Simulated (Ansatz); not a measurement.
**Residual resistivity of an alloy: Ti(0001) with 2 layers of random Ti-Al, 2x2**

Aim: the residual resistivity of a random alloy, from Ti(0001) with 2 layers of random Ti-Al, 2x2 and longer regions.

Program: Ansatz 0.2.0. Level of theory: Ansatz plane-wave DFT, PBE, PAW files; ballistic transport by layer matching (Landauer), zero bias; PAW set soft_1. Results are calculated unless marked as measured.

### 1. The structure

The cell holds 48 atoms: 47 Ti and 1 Al. Cell: a = 5.900 Å, b = 5.900 Å, c = 28.116 Å, α = 90.0°, β = 90.0°, γ = 120.0°. It derives from Ti. Regions: lead, 40 atoms (40 Ti); scattering region, 8 atoms (7 Ti and 1 Al). The structure is stacked along c, and the current runs across the ab planes.

### 2. With 2 alloy layers

In 2 layers a share of 0.125 of the sites is given to Al at random. The layers about the cell's end stay perfect and serve as the lead. Energies from -0.05 to 0.05 eV in steps of 0.05 eV are too few for the program's thermal sum, so it prints no conductance; for a metal the transmission near the Fermi level serves, at a fraction of the cost.

input.yaml reads:

```yaml
crystal:
  lattice:
    - [5.9, 0.0, 0.0]
    - [-2.95, 5.1095498823, 0.0]
    - [0.0, 0.0, 28.116]
  atoms:
    - { symbol: Ti, position: [0.1666666667, 0.3333333333, 0.0416666667] }
    - { symbol: Ti, position: [0.1666666667, 0.8333333333, 0.0416666667] }
    - { symbol: Ti, position: [0.6666666667, 0.3333333333, 0.0416666667] }
    - { symbol: Ti, position: [0.6666666667, 0.8333333333, 0.0416666667] }
    - { symbol: Ti, position: [0.3333333333, 0.1666666667, 0.125] }
    - { symbol: Ti, position: [0.3333333333, 0.6666666667, 0.125] }
    - { symbol: Ti, position: [0.8333333333, 0.1666666667, 0.125] }
    - { symbol: Ti, position: [0.8333333333, 0.6666666667, 0.125] }
    - { symbol: Ti, position: [0.1666666667, 0.3333333333, 0.2083333333] }
    - { symbol: Ti, position: [0.1666666667, 0.8333333333, 0.2083333333] }
    - { symbol: Ti, position: [0.6666666667, 0.3333333333, 0.2083333333] }
    - { symbol: Ti, position: [0.6666666667, 0.8333333333, 0.2083333333] }
    - { symbol: Ti, position: [0.3333333333, 0.1666666667, 0.2916666667] }
    - { symbol: Ti, position: [0.3333333333, 0.6666666667, 0.2916666667] }
    - { symbol: Ti, position: [0.8333333333, 0.1666666667, 0.2916666667] }
    - { symbol: Ti, position: [0.8333333333, 0.6666666667, 0.2916666667] }
    - { symbol: Ti, position: [0.1666666667, 0.3333333333, 0.375] }
    - { symbol: Ti, position: [0.1666666667, 0.8333333333, 0.375] }
    - { symbol: Ti, position: [0.6666666667, 0.3333333333, 0.375] }
    - { symbol: Ti, position: [0.6666666667, 0.8333333333, 0.375] }
    - { symbol: Ti, position: [0.3333333333, 0.1666666667, 0.4583333333] }
    - { symbol: Ti, position: [0.3333333333, 0.6666666667, 0.4583333333] }
    - { symbol: Ti, position: [0.8333333333, 0.1666666667, 0.4583333333] }
    - { symbol: Ti, position: [0.8333333333, 0.6666666667, 0.4583333333] }
    - { symbol: Ti, position: [0.1666666667, 0.3333333333, 0.5416666667] }
    - { symbol: Ti, position: [0.1666666667, 0.8333333333, 0.5416666667] }
    - { symbol: Al, position: [0.6666666667, 0.3333333333, 0.5416666667] }
    - { symbol: Ti, position: [0.6666666667, 0.8333333333, 0.5416666667] }
    - { symbol: Ti, position: [0.3333333333, 0.1666666667, 0.625] }
    - { symbol: Ti, position: [0.3333333333, 0.6666666667, 0.625] }
    - { symbol: Ti, position: [0.8333333333, 0.1666666667, 0.625] }
    - { symbol: Ti, position: [0.8333333333, 0.6666666667, 0.625] }
    - { symbol: Ti, position: [0.1666666667, 0.3333333333, 0.7083333333] }
    - { symbol: Ti, position: [0.1666666667, 0.8333333333, 0.7083333333] }
    - { symbol: Ti, position: [0.6666666667, 0.3333333333, 0.7083333333] }
    - { symbol: Ti, position: [0.6666666667, 0.8333333333, 0.7083333333] }
    - { symbol: Ti, position: [0.3333333333, 0.1666666667, 0.7916666667] }
    - { symbol: Ti, position: [0.3333333333, 0.6666666667, 0.7916666667] }
    - { symbol: Ti, position: [0.8333333333, 0.1666666667, 0.7916666667] }
    - { symbol: Ti, position: [0.8333333333, 0.6666666667, 0.7916666667] }
    - { symbol: Ti, position: [0.1666666667, 0.3333333333, 0.875] }
    - { symbol: Ti, position: [0.1666666667, 0.8333333333, 0.875] }
    - { symbol: Ti, position: [0.6666666667, 0.3333333333, 0.875] }
    - { symbol: Ti, position: [0.6666666667, 0.8333333333, 0.875] }
    - { symbol: Ti, position: [0.3333333333, 0.1666666667, 0.9583333333] }
    - { symbol: Ti, position: [0.3333333333, 0.6666666667, 0.9583333333] }
    - { symbol: Ti, position: [0.8333333333, 0.1666666667, 0.9583333333] }
    - { symbol: Ti, position: [0.8333333333, 0.6666666667, 0.9583333333] }
kpoints:
  mp_grid: { grid: [4, 4, 1] }
hamiltonian:
  xc: pbe
  pseudopotentials: { kind: paw, azcp: { folder: soft_1 } }
scf:
  occupations: { method: fermi_dirac, width: 0.1 }
output:
  transmission: { leads: [[0, 8]], kmesh: [8, 8], e_range: [-0.05, 0.05], de: 0.05 }
  write_potential: true
  write_density: true
  volumetric_format: npy
```

Started as:

```sh
> ansatz run input.yaml --threads 4 --pin off --max-ram 15360MiB --backend cpu --events-out ev --progress --plain --runs-dir out
```

Numbers of over 12 decimals in the logs are rounded to 6 here.

Log:

```text
Engine: ansatz 0.2.0, x86_64-unknown-linux-gnu
Pseudopotentials: kind: paw
Pseudopotential: Ti, paw, valence charge 12, recommended cutoff 420 eV (normal), soft_1/Ti.paw.azcp
Pseudopotential: Al, paw, valence charge 3, recommended cutoff 420 eV (normal), soft_1/Al.paw.azcp
Functional definition: PBE
  parameter kappa = 0.804
  parameter beta = 0.066725
  exchange = pbe_x(kappa = kappa, mu = beta*pi^2/3)
  correlation = pbe_c(beta = beta)
Crystal: 48 atoms, lattice volume = 847.595 Å³
Basis set: ecut = 420 eV, 16425 PW (Γ)
Bands: 341, of which v1, the nominal top of the filled ones, is band 284 counted from 1 (283 counted from 0)
Symmetry: 12 space group operations
Space group: P-6m2 (ITA 187), of the structure as read, at distance tolerance 9.5e-5 Å
k-points: 4 of 16 (time reversal used)
Non-local potential: Ti, projectors of the file, l = 0: 3, l = 1: 2, l = 2: 3, l = 3: 1
Non-local potential: Al, projectors of the file, l = 0: 2, l = 1: 2, l = 2: 1
PAW form: soft (Blöchl's): semilocal exchange-correlation on the pseudo side does not see the compensation charge
PAW one-centre angular grid: Ti, 590 points (default); XC on 64 Gauss nodes
PAW one-centre angular grid: Al, 110 points (default); XC on 64 Gauss nodes
Initial density: superposition of atomic densities (chi_scale 0.1, normalization cell, long waves kept (reshape's long-wave potential 0.09 eV rms))
Initial wavefunctions: pseudopotential atomic-orbital guess
Functional: x = pbe(κ = 0.804, μ = 0.219515), c = pbe(β = 0.066725)
SCF iter   1: F=—  HF=-118033.183763 eV  |F-HF|=—  |Δ(HF+E_count)|=         —  Δρ=5.83e-2  dr2=7.52e1  ethr=3.10e-3  ⟨swp⟩=9.5  Hψ=5852  notcnv=0
preconditioner: auto → Kerker (q_TF=auto, 2.551 Å⁻¹)  [metal: Δε(μ)=0.034 eV  Ē_g=2.591 eV  σ=0.100 eV  W_gap=0.08  n_scr=268 (ndim 8)  ℏωp=17.6 eV  f_vac=0.000  D(μ)=44.06/eV (n_scr^D=392)]
SCF iter   2: F=—  HF=-118025.437143 eV  |F-HF|=—  |Δ(HF+E_count)|=    7.75e0  Δρ=2.58e-2  dr2=2.16e1  ethr=3.10e-3  ⟨swp⟩=2.8  Hψ=2157  notcnv=0
SCF iter   3: F=—  HF=-118023.578579 eV  |F-HF|=—  |Δ(HF+E_count)|=    1.86e0  Δρ=5.31e-3  dr2=3.21e-1  ethr=3.10e-3  ⟨swp⟩=3.8  Hψ=2625  notcnv=0
SCF iter   4: F=—  HF=-118023.580040 eV  |F-HF|=—  |Δ(HF+E_count)|=   1.46e-3  Δρ=1.51e-3  dr2=4.59e-2  ethr=5.66e-5  ⟨swp⟩=3.0  Hψ=2086  notcnv=0
SCF iter   5: F=—  HF=-118023.576010 eV  |F-HF|=—  |Δ(HF+E_count)|=   4.03e-3  Δρ=2.77e-4  dr2=5.09e-3  ethr=8.09e-6  ⟨swp⟩=2.0  Hψ=1721  notcnv=0
SCF iter   6: F=—  HF=-118023.575768 eV  |F-HF|=—  |Δ(HF+E_count)|=   2.41e-4  Δρ=7.02e-5  dr2=1.14e-4  ethr=8.98e-7  ⟨swp⟩=2.0  Hψ=1807  notcnv=0
SCF iter   7: F=—  HF=-118023.575693 eV  |F-HF|=—  |Δ(HF+E_count)|=   7.51e-5  Δρ=1.98e-5  dr2=5.11e-6  ethr=2.01e-8  ⟨swp⟩=2.0  Hψ=1919  notcnv=0
SCF iter   8: F=—  HF=-118023.577014 eV  |F-HF|=—  |Δ(HF+E_count)|=   1.32e-3  Δρ=5.40e-6  dr2=3.34e-7  ethr=9.01e-10  ⟨swp⟩=2.0  Hψ=1804  notcnv=0
SCF iter   9: F=-118023.577014 eV  HF=-118023.577014 eV  |F-HF|=4.73e-8  |Δ(HF+E_count)|=   1.16e-8  Δρ=1.11e-6  dr2=5.14e-8  ethr=1.76e-11  ⟨swp⟩=7.2  Hψ=3337  notcnv=0
SCF 1 converged in 9 iterations: F = -118023.577014 eV  dr2 = 5.14e-8
  greatest PAW one-centre occupation: 0.999 electrons in one spin orbital (limit 2), on the Ti atom at site 29 (counted from 0), in its partial waves of l = 0
transmission: 36 of 350 steps passed
transmission: 72 of 350 steps passed
[...]
transmission: 350 of 350 steps passed
SCF converged after 9 iterations
Free energy (F): -118023.577014 eV
Harris-Foulkes:  -118023.577014 eV  (|F-HF|=4.73e-8)
Internal energy: -118021.780393 eV  (E = F + TS)
E sigma→0 (E₀):  -118022.678703 eV
Entropy (-TS):   -1.796621 eV (-37.430 meV/atom)
Fermi energy:    12.866059 eV
--- Per-component energies (eV) ---
  E_band       = -7652.193734
  E_kinetic    = 13209.835551
  E_local      = -42978.832988  (includes V_loc(G=0)·N_el)
  E_nonlocal   = 2847.601056
  E_hartree    = 17144.911391
  E_xc         = -5489.143152
  E_vxc        = -6854.558041  (∫ρ·V_xc dr)
  E_paw        = -49445.408645  (= ΣΔE_a)
  E_vpaw       = -8166.051735  (= ΣTr[D̂ρ^β])
  E_aug_tail   = -0.003832  (compensation charges beyond the density's cutoff)
  E_ewald      = -53310.739775
  E_smearing   = -1.796621  (= −TS)
  E_closure    = -0.000000  (closes the sum)
  Σ components = -118023.577014   (vs F -118023.577014, Δ=0.00e0)
--- Band table (eV) ---
  k-point 0: bands = [... 280 lower, 13.3973, 13.4158, 13.4158, 13.4281, 13.4281, 13.4324, 13.5067, 13.5067, ... 53 higher]
  k-point 1: bands = [... 280 lower, 13.1118, 13.1298, 13.1372, 13.1447, 13.1539, 13.1791, 13.2021, 13.2034, ... 53 higher]
  k-point 2: bands = [... 280 lower, 12.6516, 12.6650, 12.6874, 12.7070, 12.7842, 12.7880, 12.7990, 12.8924, ... 53 higher]
  k-point 3: bands = [... 280 lower, 12.6297, 12.6390, 12.6427, 12.7071, 12.7793, 12.8031, 12.8033, 12.8541, ... 53 higher]
--- Transmission ---
  basis      : 253 plane waves across, 35 finite elements along
  points     : 10, standing for a mesh of 8 x 8
  energies   : 3 from -0.050000 to 0.050000 eV about the Fermi level, 0.050000 eV apart; the leads are filled to 0.000000 eV, and channels, transmission and decay are at 0.000000 eV
  crystal 0  : Ti8, at the sites [0, 8], period 4.6860 Å, over 25.77 Å; its Hamiltonian steps by up to 5.1 meV
    offset         : up to 0.0000 Å between an atom of the period and one for which it stands
    channels       : 2.656250e0 a spin
    conductance    : none, the energies end too early or step too widely for 300 K: set another output.transmission.e_range or a lower de, or, where they end at an eighth of basis.ecutwfc, a higher one
  junction   : crystal 0 to crystal 0, 1.64 to 25.07 Å
    transmission   : 1.455105e0 a spin
    conductance    : none, the energies end too early or step too widely for 300 K: set another output.transmission.e_range or a lower de, or, where they end at an eighth of basis.ecutwfc, a higher one
```

The job ended after 1.7 min (4 threads of Intel Xeon Platinum 8375C at 2.90GHz (Ice Lake), shared host; peak memory 4.2 GiB; 5.4 min of CPU time).

The column dr2 measures how far the density is from self-consistency, as an energy; F and HF (Harris–Foulkes) agree once it is small.

This step gave:

```
free energy                                    : -118023.5770 eV
energy at zero smearing                        : -118022.6787 eV
Fermi energy                                   : 12.87 eV
cell area                                      : 30.15 Å²
transmission per spin nearest the Fermi level  : 1.455
open channels per spin nearest the Fermi level : 2.656
step of the lead's potential                   : 5.1 meV
```

Per spin. Table of transmission, zone mean by energy, zero at the Fermi level:

```csv
energy (eV),"transmission, zone mean"
-0.0500,1.32
0.0000,1.46
0.0500,1.39
```

Per spin. Open channels, zone mean, lead against energy, zero at the Fermi level:

```csv
energy (eV),"open channels, zone mean, lead"
-0.0500,2.25
0.0000,2.66
0.0500,3.22
```

Transmission over k1 and k2. At 0.0000 eV from the Fermi level.

Ten even steps from '0' (0.03) to '9' (3.44):
```
29779222
37222732
27200272
69200029
22720027
32372227
22229779
62326232
```
Columns: k1 (b1) from -0.5 to 0.375; rows upwards: k2 (b2) from -0.5 to 0.375.

Open channels over k1 and k2. At 0.0000 eV from the Fermi level.

Ten even steps from '0' (2.00) to '9' (6.00):
```
09229000
02000200
02000020
59000009
00200002
00020002
00009229
50005000
```
Columns: k1 (b1) from -0.5 to 0.375; rows upwards: k2 (b2) from -0.5 to 0.375.

Over the solved energies the transmission per spin lies between 1.32 and 1.46, out of 2.71 channels of the lead on average (up to 3.22).

### 3. With 6 alloy layers

In 6 layers a share of 0.125 of the sites is given to Al at random. A fresh draw is used; the growth of the resistance with length is what counts.

System of this step: Ti(0001) with 6 layers of random Ti-Al, 2x2. The cell holds 64 atoms: 61 Ti and 3 Al. Its edges and angles: a = 5.900 Å, b = 5.900 Å, c = 37.488 Å, α = 90.0°, β = 90.0°, γ = 120.0°. It derives from Ti. Regions: lead, 40 atoms (40 Ti); scattering region, 24 atoms (21 Ti and 3 Al). The structure is stacked along c, and the current runs across the ab planes.

input.yaml reads:

```yaml
crystal:
  lattice:
    - [5.9, 0.0, 0.0]
    - [-2.95, 5.1095498823, 0.0]
    - [0.0, 0.0, 37.488]
  atoms:
    - { symbol: Ti, position: [0.1666666667, 0.3333333333, 0.03125] }
    - { symbol: Ti, position: [0.1666666667, 0.8333333333, 0.03125] }
    - { symbol: Ti, position: [0.6666666667, 0.3333333333, 0.03125] }
    - { symbol: Ti, position: [0.6666666667, 0.8333333333, 0.03125] }
    - { symbol: Ti, position: [0.3333333333, 0.1666666667, 0.09375] }
    - { symbol: Ti, position: [0.3333333333, 0.6666666667, 0.09375] }
    - { symbol: Ti, position: [0.8333333333, 0.1666666667, 0.09375] }
    - { symbol: Ti, position: [0.8333333333, 0.6666666667, 0.09375] }
    - { symbol: Ti, position: [0.1666666667, 0.3333333333, 0.15625] }
    - { symbol: Ti, position: [0.1666666667, 0.8333333333, 0.15625] }
    - { symbol: Ti, position: [0.6666666667, 0.3333333333, 0.15625] }
    - { symbol: Ti, position: [0.6666666667, 0.8333333333, 0.15625] }
    - { symbol: Ti, position: [0.3333333333, 0.1666666667, 0.21875] }
    - { symbol: Ti, position: [0.3333333333, 0.6666666667, 0.21875] }
    - { symbol: Ti, position: [0.8333333333, 0.1666666667, 0.21875] }
    - { symbol: Ti, position: [0.8333333333, 0.6666666667, 0.21875] }
    - { symbol: Ti, position: [0.1666666667, 0.3333333333, 0.28125] }
    - { symbol: Ti, position: [0.1666666667, 0.8333333333, 0.28125] }
    - { symbol: Ti, position: [0.6666666667, 0.3333333333, 0.28125] }
    - { symbol: Ti, position: [0.6666666667, 0.8333333333, 0.28125] }
    - { symbol: Ti, position: [0.3333333333, 0.1666666667, 0.34375] }
    - { symbol: Al, position: [0.3333333333, 0.6666666667, 0.34375] }
    - { symbol: Ti, position: [0.8333333333, 0.1666666667, 0.34375] }
    - { symbol: Ti, position: [0.8333333333, 0.6666666667, 0.34375] }
    - { symbol: Ti, position: [0.1666666667, 0.3333333333, 0.40625] }
    - { symbol: Ti, position: [0.1666666667, 0.8333333333, 0.40625] }
    - { symbol: Ti, position: [0.6666666667, 0.3333333333, 0.40625] }
    - { symbol: Ti, position: [0.6666666667, 0.8333333333, 0.40625] }
    - { symbol: Al, position: [0.3333333333, 0.1666666667, 0.46875] }
    - { symbol: Ti, position: [0.3333333333, 0.6666666667, 0.46875] }
    - { symbol: Ti, position: [0.8333333333, 0.1666666667, 0.46875] }
    - { symbol: Ti, position: [0.8333333333, 0.6666666667, 0.46875] }
    - { symbol: Ti, position: [0.1666666667, 0.3333333333, 0.53125] }
    - { symbol: Al, position: [0.1666666667, 0.8333333333, 0.53125] }
    - { symbol: Ti, position: [0.6666666667, 0.3333333333, 0.53125] }
    - { symbol: Ti, position: [0.6666666667, 0.8333333333, 0.53125] }
    - { symbol: Ti, position: [0.3333333333, 0.1666666667, 0.59375] }
    - { symbol: Ti, position: [0.3333333333, 0.6666666667, 0.59375] }
    - { symbol: Ti, position: [0.8333333333, 0.1666666667, 0.59375] }
    - { symbol: Ti, position: [0.8333333333, 0.6666666667, 0.59375] }
    - { symbol: Ti, position: [0.1666666667, 0.3333333333, 0.65625] }
    - { symbol: Ti, position: [0.1666666667, 0.8333333333, 0.65625] }
    - { symbol: Ti, position: [0.6666666667, 0.3333333333, 0.65625] }
    - { symbol: Ti, position: [0.6666666667, 0.8333333333, 0.65625] }
    - { symbol: Ti, position: [0.3333333333, 0.1666666667, 0.71875] }
    - { symbol: Ti, position: [0.3333333333, 0.6666666667, 0.71875] }
    - { symbol: Ti, position: [0.8333333333, 0.1666666667, 0.71875] }
    - { symbol: Ti, position: [0.8333333333, 0.6666666667, 0.71875] }
    - { symbol: Ti, position: [0.1666666667, 0.3333333333, 0.78125] }
    - { symbol: Ti, position: [0.1666666667, 0.8333333333, 0.78125] }
    - { symbol: Ti, position: [0.6666666667, 0.3333333333, 0.78125] }
    - { symbol: Ti, position: [0.6666666667, 0.8333333333, 0.78125] }
    - { symbol: Ti, position: [0.3333333333, 0.1666666667, 0.84375] }
    - { symbol: Ti, position: [0.3333333333, 0.6666666667, 0.84375] }
    - { symbol: Ti, position: [0.8333333333, 0.1666666667, 0.84375] }
    - { symbol: Ti, position: [0.8333333333, 0.6666666667, 0.84375] }
    - { symbol: Ti, position: [0.1666666667, 0.3333333333, 0.90625] }
    - { symbol: Ti, position: [0.1666666667, 0.8333333333, 0.90625] }
    - { symbol: Ti, position: [0.6666666667, 0.3333333333, 0.90625] }
    - { symbol: Ti, position: [0.6666666667, 0.8333333333, 0.90625] }
    - { symbol: Ti, position: [0.3333333333, 0.1666666667, 0.96875] }
    - { symbol: Ti, position: [0.3333333333, 0.6666666667, 0.96875] }
    - { symbol: Ti, position: [0.8333333333, 0.1666666667, 0.96875] }
    - { symbol: Ti, position: [0.8333333333, 0.6666666667, 0.96875] }
kpoints:
  mp_grid: { grid: [4, 4, 1] }
hamiltonian:
  xc: pbe
  pseudopotentials: { kind: paw, azcp: { folder: soft_1 } }
scf:
  occupations: { method: fermi_dirac, width: 0.1 }
output:
  transmission: { leads: [[0, 8]], kmesh: [8, 8], e_range: [-0.05, 0.05], de: 0.05 }
  write_potential: true
  write_density: true
  volumetric_format: npy
```

Log:

```text
[...]
Crystal: 64 atoms, lattice volume = 1130.126 Å³
Basis set: ecut = 420 eV, 21905 PW (Γ)
Bands: 445, of which v1, the nominal top of the filled ones, is band 371 counted from 1 (370 counted from 0)
Symmetry: 1 space group operations
[...]
k-points: 10 of 16 (time reversal used)
[...]
SCF iter   1: F=—  HF=-154111.945472 eV  |F-HF|=—  |Δ(HF+E_count)|=         —  Δρ=6.39e-2  dr2=1.86e3  ethr=3.10e-3  ⟨swp⟩=7.3  Hψ=16454  notcnv=0
[...]
SCF iter  10: F=-154095.620702 eV  HF=-154095.620702 eV  |F-HF|=2.58e-8  |Δ(HF+E_count)|=   1.95e-8  Δρ=7.82e-7  dr2=2.87e-8  ethr=1.35e-11  ⟨swp⟩=9.8  Hψ=13112  notcnv=0
SCF 1 converged in 10 iterations: F = -154095.620702 eV  dr2 = 2.87e-8
[...]
transmission: 168 of 1598 steps passed
transmission: 327 of 1598 steps passed
[...]
transmission: 1598 of 1598 steps passed
SCF converged after 10 iterations
Free energy (F): -154095.620702 eV
[...]
Internal energy: -154093.205453 eV  (E = F + TS)
E sigma→0 (E₀):  -154094.413078 eV
Entropy (-TS):   -2.415249 eV (-37.738 meV/atom)
Fermi energy:    12.695276 eV
[...]
--- Band table (eV; the first three rows and the last of 10) ---
  k-point 0: bands = [... 367 lower, 13.2191, 13.2312, 13.2427, 13.2436, 13.2476, 13.2651, 13.2902, 13.3167, ... 70 higher]
  k-point 1: bands = [... 367 lower, 12.9261, 12.9370, 12.9554, 12.9579, 12.9711, 12.9785, 12.9919, 13.0016, ... 70 higher]
  k-point 2: bands = [... 367 lower, 12.4878, 12.4986, 12.5745, 12.5872, 12.6158, 12.6197, 12.6428, 12.6525, ... 70 higher]
  k-point 9: bands = [... 367 lower, 12.4836, 12.4958, 12.5689, 12.5828, 12.5906, 12.6144, 12.6322, 12.6595, ... 70 higher]
--- Transmission ---
  basis      : 253 plane waves across, 47 finite elements along
  points     : 34, standing for a mesh of 8 x 8
[...]
channels       : 2.656250e0 a spin
[...]
junction   : crystal 0 to crystal 0, -1.64 to 31.16 Å
    transmission   : 9.807032e-1 a spin
[...]
```

Elapsed: 7.3 min, on 4 threads; peak memory 9.6 GiB.

Numbers from this step:

* free energy: -154095.6207 eV
* energy at zero smearing: -154094.4131 eV
* Fermi energy: 12.70 eV
* transmission per spin nearest the Fermi level: 0.9807
* step of the lead's potential: 5.4 meV

Per spin. Transmission, zone mean against energy, zero at the Fermi level:

```csv
energy (eV),"transmission, zone mean"
-0.0500,0.859
0.0000,0.981
0.0500,1.01
```

Over the solved energies the transmission per spin lies between 0.859 and 1.01, out of 2.71 channels of the lead on average (up to 3.22).

(Part 1 of 2 ends here.)

[Logs are printed without paths, hosts, clocks, repeated set-up lines and the standing remarks that a program may print on its own settings, such as how far it seeks lower states.]

[Hosts, paths, dates, database ids (printed as entryN), source tags and the programs' standing remarks are cut or masked in the printed files.]
